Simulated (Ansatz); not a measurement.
# Sb2S3 (Stibnite): G0W0 under other settings

Aim: change settings of a G0W0 run on Sb2S3 (Stibnite) and see what moves.

Main program and level: Ansatz 0.2.0; G0W0 on PBE, plane waves, PAW.

## 1. The starting structure

The structure is orthorhombic, space group Pnma (No. 62). The conventional cell has a = 11.311 Å, b = 3.839 Å, c = 11.223 Å, α = 90.00°, β = 90.00°, γ = 90.00°. Sb has 6 S at 2.52 to 3.16 Å nearest. Sb has 5 S at 2.46 to 2.85 Å nearest. Nearest to S lie 3 Sb at 2.52 to 2.68 Å. Nearest to S lie 5 Sb at 2.46 to 3.11 Å. S has 3 Sb at 2.54 to 3.16 Å nearest. Farther neighbours and most contacts between anions are not listed.

The cell and positions come from the Crystallography Open Database and are kept as given unless a step says otherwise. Spin-orbit coupling is left out unless a step names it. The default PAW set here is soft_2. Its files were made with PBE.

## 2. The base run: 2×4×2 mesh, 676 empty bands, screening to 72 eV

Now the one-shot GW correction: screening in the RPA, then the self-energy of the levels asked for.

File input.yaml:

```yaml
crystal:
  lattice:
    - [11.311, 0.0, 0.0]
    - [0.0, 3.8389, 0.0]
    - [0.0, 0.0, 11.223]
  atoms:
    - { symbol: Sb, position: [0.47061, 0.25, 0.32595] }
    - { symbol: Sb, position: [0.02939, 0.75, 0.82595] }
    - { symbol: Sb, position: [0.97061, 0.25, 0.17405] }
    - { symbol: Sb, position: [0.52939, 0.75, 0.67405] }
    - { symbol: Sb, position: [0.35059, 0.75, 0.03602] }
    - { symbol: Sb, position: [0.14941, 0.25, 0.53602] }
    - { symbol: Sb, position: [0.85059, 0.75, 0.46398] }
    - { symbol: Sb, position: [0.64941, 0.25, 0.96398] }
    - { symbol: S, position: [0.29214, 0.25, 0.19181] }
    - { symbol: S, position: [0.20786, 0.75, 0.69181] }
    - { symbol: S, position: [0.79214, 0.25, 0.30819] }
    - { symbol: S, position: [0.70786, 0.75, 0.80819] }
    - { symbol: S, position: [0.5498, 0.75, 0.123] }
    - { symbol: S, position: [0.9502, 0.25, 0.623] }
    - { symbol: S, position: [0.0498, 0.75, 0.377] }
    - { symbol: S, position: [0.4502, 0.25, 0.877] }
    - { symbol: S, position: [0.3751, 0.75, 0.4389] }
    - { symbol: S, position: [0.1249, 0.25, 0.9389] }
    - { symbol: S, position: [0.8751, 0.75, 0.0611] }
    - { symbol: S, position: [0.6249, 0.25, 0.5611] }
kpoints:
  mp_grid: { grid: [2, 4, 2] }
hamiltonian:
  xc: pbe
scf:
  occupations: { method: fixed }
gw:
  n_empty_bands: 676
  ecut_chi: 72
  qp_bands: [v2, c2]
  qp_kpoints: band_edges
  screening: { model: contour_deformation }
```

Command:

```sh
ansatz run input.yaml --threads 32 --pin off --max-ram 129024MiB --backend cuda --events-out ev --progress --plain --runs-dir out --devices 1 --max-vram 157GiB  # rebuilt from the run's record
```

Numbers of over 12 decimals in the logs are rounded to 6 here.

Log:

```text
GPUs: using 1 of 1 available (devices: 1).
Engine: ansatz 0.2.0, aarch64-unknown-linux-gnu
Pseudopotentials: kind: paw
Pseudopotential: Sb, paw, valence charge 15, recommended cutoff 420 eV (normal), Sb.paw.azcp
Pseudopotential: S, paw, valence charge 6, recommended cutoff 420 eV (normal), S.paw.azcp
Functional definition: PBE
  parameter kappa = 0.804
  parameter beta = 0.066725
  exchange = pbe_x(kappa = kappa, mu = beta*pi^2/3)
  correlation = pbe_c(beta = beta)
device memory: the entry about to start is reckoned to put 14.4 GiB on a device that reports 182.5 GiB free (of which the cap on the GPU budget leaves the run 157.0 GiB)
GPU FFT provider: cuFFT
GPU libraries: cuBLAS 13.8.1, cuFFT 12.4.0, cuSOLVER 12.3.2
GPU matrix products: emulated (plane waves: as basis.precision tells), large ones in fixed point in workspaces of 1.00 GiB
Crystal: 20 atoms, lattice volume = 487.323 Å³
Basis set: ecut = 420 eV, 9525 PW (Γ)
Bands: 116, of which v1, the nominal top of the filled ones, is band 96 counted from 1 (95 counted from 0)
Symmetry: 8 space group operations
Space group: Pnma (ITA 62), of the structure as read, at distance tolerance 7.9e-5 Å
k-points: 12 of 16
Non-local potential: Sb, projectors of the file, l = 0: 2, l = 1: 2, l = 2: 2, l = 3: 2
Non-local potential: S, projectors of the file, l = 0: 2, l = 1: 2, l = 2: 2
PAW form: soft (Blöchl's): semilocal exchange-correlation on the pseudo side does not see the compensation charge
PAW one-centre angular grid: Sb, 590 points (default); XC on 64 Gauss nodes
PAW one-centre angular grid: S, 110 points (default); XC on 64 Gauss nodes
Initial density: superposition of atomic densities (neutral atoms: chi_scale 0, normalization atom), corrected by the library's trained network
Initial wavefunctions: pseudopotential atomic-orbital guess
GPU buffer pool allocated for 172800 grid points (all kernels)
GPU transforms: local potential and band sums: pruned to the plane-wave sphere, on 75×25×75
Functional: x = pbe(κ = 0.804, μ = 0.219515), c = pbe(β = 0.066725)
SCF iter   1: F=—  HF=-62705.722571 eV  |F-HF|=—  |Δ(HF+E_count)|=         —  Δρ=1.50e-3  dr2=1.30e-2  ethr=1.77e-3  ⟨swp⟩=5.0  Hψ=4650  notcnv=0  defer=200
preconditioner: auto → Resta (q_TF=auto, 2.336 Å⁻¹)  ε∞=5.3  [insulator: Δε(μ)=1.312 eV  Ē_g=8.602 eV  n_scr=110 (ndim 8)  ℏωp=17.8 eV  f_vac=0.022  ε∞_Penn≈5.3]
SCF iter   2: F=—  HF=-62705.718506 eV  |F-HF|=—  |Δ(HF+E_count)|=   4.06e-3  Δρ=7.87e-4  dr2=2.61e-3  ethr=6.76e-6  ⟨swp⟩=2.8  Hψ=2804  notcnv=0  defer=213
SCF iter   3: F=—  HF=-62705.720293 eV  |F-HF|=—  |Δ(HF+E_count)|=   1.79e-3  Δρ=2.61e-4  dr2=2.92e-4  ethr=1.36e-6  ⟨swp⟩=3.0  Hψ=2406  notcnv=0  defer=212
[...]
SCF 1 converged in 7 iterations: F = -62705.720585 eV  dr2 = 5.23e-8
[...]
device memory: the entry about to start is reckoned to put 17.0 GiB (of the 18.0 GiB reckoned in all, the device holds 1.0 GiB already) on a device that reports 181.5 GiB free (of which the cap on the GPU budget leaves the run 156.0 GiB)
NSCF: frozen V_eff on 12 k-points
[...]
device memory: the entry about to start is reckoned to put 27.9 GiB on a device that reports 182.5 GiB free (of which the cap on the GPU budget leaves the run 157.0 GiB)
NSCF: frozen V_eff on 12 k-points
G₀W₀ screening: q 1/12
[... further progress lines ...]
SCF converged after 7 iterations
Free energy (F): -62705.720585 eV
Harris-Foulkes:  -62705.720585 eV  (|F-HF|=2.90e-8)
Internal energy: -62705.720585 eV  (E = F + TS)
E sigma→0 (E₀):  -62705.720585 eV
Fermi energy:    7.230893 eV
--- Per-component energies (eV) ---
  E_band       = -1543.620414
  E_kinetic    = 2928.903296
  E_local      = -15922.608969  (includes V_loc(G=0)·N_el)
  E_nonlocal   = 3237.517684
  E_hartree    = 7012.957515
  E_xc         = -2272.326332
  E_vxc        = -1817.408152  (∫ρ·V_xc dr)
  E_paw        = -43796.227690  (= ΣΔE_a)
  E_vpaw       = -3995.950969  (= ΣTr[D̂ρ^β])
  E_aug_tail   = 0.000008  (compensation charges beyond the density's cutoff)
  E_ewald      = -13893.936097
  E_smearing   = -0.000000  (= −TS)
  E_closure    = 0.000000  (closes the sum)
  Σ components = -62705.720585   (vs F -62705.720585, Δ=0.00e0)
--- Band table (eV; the first three rows and the last of 12) ---
[... rows of the band table ...]
--- G₀W₀: contour deformation, 6 samples at zero and on the imaginary axis and 1 off it, 16 q-points, 676 empty bands' worth ---
  eigenvalues of the whole cell's RPA ε∞ on this k-mesh (on a slab, of 1 + 4πα/V) = 8.7266, 13.0973, 13.3976; static W/v taken at q = 0 is 0.082122
  gw.qp_kpoints: band_edges: 12 of 12 stored k-points solved, in 1 pass; an edge of the gap read off the rows below is read off those points alone
    ik  band        ε_KS         Σx   Σc(E_QP)       V_xc       Z   E_QP_lin       E_QP  E_QP is
     0    95      7.0325   -16.3594     1.2956   -14.9782  0.7460     6.9468     6.9470  root
     0    96      7.2309   -16.7316     1.0399   -15.6880  0.7501     7.2272     7.2272  root
     0    97      8.6399    -9.1339    -3.2121   -12.5720  0.7756     8.8666     8.8659  root
     0    98      8.7838    -9.9640    -3.4629   -13.7968  0.7703     9.1558     9.1536  root
     1    95      7.1393   -17.1462     1.5206   -15.5489  0.7432     7.0626     7.0627  root
     1    96      7.1393   -17.1462     1.5206   -15.5489  0.7432     7.0626     7.0627  root
     1    97      8.5410    -9.5556    -3.2793   -13.1294  0.7714     8.8367     8.8355  root
     1    98      8.5410    -9.5556    -3.2793   -13.1294  0.7714     8.8367     8.8355  root
[...]
11    95      6.4278   -16.9929     1.9843   -14.8463  0.7343     6.2649     6.2654  root
    11    96      6.4278   -16.9929     1.9843   -14.8463  0.7343     6.2649     6.2654  root
    11    97      9.3136    -9.2608    -3.4536   -13.0219  0.7676     9.6225     9.6210  root
    11    98      9.3136    -9.2608    -3.4536   -13.0219  0.7676     9.6225     9.6210  root
```

The job ended after 27 s (1 × NVIDIA GB200 with 32 threads of Arm Neoverse V2, shared host; peak memory 4.1 GiB).

The column dr2 measures how far the density is from self-consistency, as an energy; F and HF (Harris–Foulkes) agree once it is small.

This step gave:

```
bands summed                                 : 772
RPA ε∞ on this mesh (eigenvalues)            : 8.727, 13.10, 13.40
plane waves in the screening matrix          : 693
q-points in the mesh                         : 16
G0W0 gap on the mesh                         : 1.608 eV
k of the valence top                         : 0, 0, 0
k of the conduction bottom                   : 0, 0, -0.5
starting gap on the mesh                     : 1.310 eV
Z at the valence top                         : 0.7501
Z at the conduction bottom                   : 0.7714
least direct G0W0 gap on the computed points : 1.639 eV
```

The gap on the mesh goes from 1.31 eV to 1.61 eV, a correction of +0.30 eV. Between the two edge states, bare exchange in place of the xc potential would open the gap by 4.62 eV, and correlation takes back 4.32 eV.

## 3. Variant: static remainder

This step: G0W0 on PBE, plane waves, norm-conserving pseudopotentials.

input.yaml: that of step 2 with these lines changed.

```diff
@@ -30,2 +30,3 @@
   xc: pbe
+  pseudopotentials: { kind: nc }
 scf:
@@ -33,4 +34,4 @@
 gw:
-  n_empty_bands: 676
-  ecut_chi: 72
+  n_empty_bands: 514
+  ecut_chi: 100
   qp_bands: [v2, c2]
@@ -38 +39,2 @@
   screening: { model: contour_deformation }
+  static_remainder: true
```

Log:

```text
Warning: gw takes pair_densities: pseudo, which can misplace gaps by tens of per cent, since gw.static_remainder lacks the terms of the atoms
GPUs: using 1 of 1 available (devices: 1).
[...]
GPU FFT provider: cuFFT
GPU libraries: cuBLAS 13.8.1, cuFFT 12.4.0, cuSOLVER 12.3.2
[...]
Crystal: 20 atoms, lattice volume = 487.323 Å³
Basis set: ecut = 1088.45545 eV, 39765 PW (Γ)
Bands: 116, of which v1, the nominal top of the filled ones, is band 96 counted from 1 (95 counted from 0)
[... 1 set-up line as in the run before ...]
[...]
k-points: 12 of 16
[...]
GPU buffer pool allocated for 703125 grid points (all kernels)
[...]
SCF iter   1: F=—  HF=-23394.319186 eV  |F-HF|=—  |Δ(HF+E_count)|=         —  Δρ=2.97e-2  dr2=4.85e0  ethr=3.10e-3  ⟨swp⟩=5.6  Hψ=4777  notcnv=0  defer=186
[...]
SCF iter  10: F=-23393.262592 eV  HF=-23393.262592 eV  |F-HF|=1.79e-9  |Δ(HF+E_count)|=   2.93e-7  Δρ=1.68e-6  dr2=1.87e-8  ethr=5.21e-11  ⟨swp⟩=13.7  Hψ=7226  notcnv=0
SCF 1 converged in 10 iterations: F = -23393.262592 eV  dr2 = 1.87e-8
[...]
NSCF: frozen V_eff on 12 k-points
[...]
G₀W₀ screening: q 1/12
[... further progress lines ...]
SCF converged after 10 iterations
Free energy (F): -23393.262592 eV
[...]
Internal energy: -23393.262592 eV  (E = F + TS)
E sigma→0 (E₀):  -23393.262592 eV
Fermi energy:    7.456002 eV
[...]
--- Band table (eV; the first three rows and the last of 12) ---
[... rows of the band table ...]
[...]
static-remainder magnitude (band-truncation diagnostic): 0.7900 eV
  bands read: the sum over 610 bands ends inside a degenerate multiplet in 2 slots, whose members it reads at an even weight; the widest, k=10: bands 609 to 612 (counted from 1) at 2/4 each
[...]
0    95      7.2586   -14.4349     1.0814   -12.7476  0.7429     6.6457     6.6527  root
     0    96      7.4560   -14.6198     0.7836   -13.2380  0.7467     6.8522     6.8578  root
     0    97      8.8589    -7.8311    -3.1525   -10.7413  0.7740     8.6172     8.6166  root
     0    98      9.0019    -8.3614    -3.4349   -11.6134  0.7685     8.8195     8.8190  root
     1    95      7.3659   -15.0627     1.2723   -13.1651  0.7398     6.7333     6.7406  root
     1    96      7.3659   -15.0627     1.2723   -13.1651  0.7398     6.7333     6.7406  root
     1    97      8.7613    -8.1876    -3.2323   -11.2084  0.7697     8.5503     8.5497  root
     1    98      8.7613    -8.1876    -3.2323   -11.2084  0.7697     8.5503     8.5497  root
[...]
11    95      6.6546   -15.0945     1.7619   -12.7190  0.7313     6.0316     6.0411  root
    11    96      6.6546   -15.0945     1.7619   -12.7190  0.7313     6.0316     6.0411  root
    11    97      9.5327    -7.8071    -3.4960   -11.1464  0.7658     9.3763     9.3759  root
    11    98      9.5327    -7.8071    -3.4960   -11.1464  0.7658     9.3763     9.3759  root
```

Run time: 26 s. Hardware: 1 × NVIDIA GB200 with 32 threads; peak memory 10 GiB.

Against the base:

```tsv
setting	base	variant
files	default PAW	norm-conserving
empty bands	676	514
screening cutoff (eV)	72	100
static remainder	-	true
```

```tsv
quantity	variant	base
starting gap on the mesh	1.305	1.310
G0W0 gap on the mesh	1.692	1.608
least direct G0W0 gap on the computed points	1.759	1.639
Z at the valence top	0.747	0.750
Z at the conduction bottom	0.770	0.771
```

## 4. Results

* base: 1.61 eV, 27 s
* static remainder: 1.69 eV, 26 s

Static remainder: the gap moves by +0.08 eV (the plane-wave cutoff goes from 420 to 1088.46 eV); such settings are too crude to quote. The variant differs from the base in files, empty bands, screening cutoff and static remainder together, so the change can't be laid to one of them. This option needs pseudo pair densities, which the log warns can misplace gaps. All runs here use a coarse mesh and modest cutoffs; they test settings and are not final values. The 2×4×2 mesh is coarse for this cell (its supercell is 15 Å along the shortest edge). The RPA ε∞ on it, from the PBE start, is 8.73, 13.10 and 13.40; such meshes misread the long-range screening, most where the gap is narrow. The many-body steps are scalar-relativistic: spin-orbit coupling is not in them.

[Paths, hosts, dates, memory and timing lines, banners, echoed tables and standing remarks are left out of the program output.]

[Logs are printed without paths, hosts, clocks, repeated set-up lines and the standing remarks that a program may print on its own settings, such as how far it seeks lower states.]

[Runs of the session that timed out or met a known fault of the program may be left out.]

[Cells called generated may have been cut or substituted from an entry of the Crystallography Open Database or the Materials Project.]

[Hosts, paths, dates, database ids (printed as entryN), source tags and the programs' standing remarks are cut or masked in the printed files.]
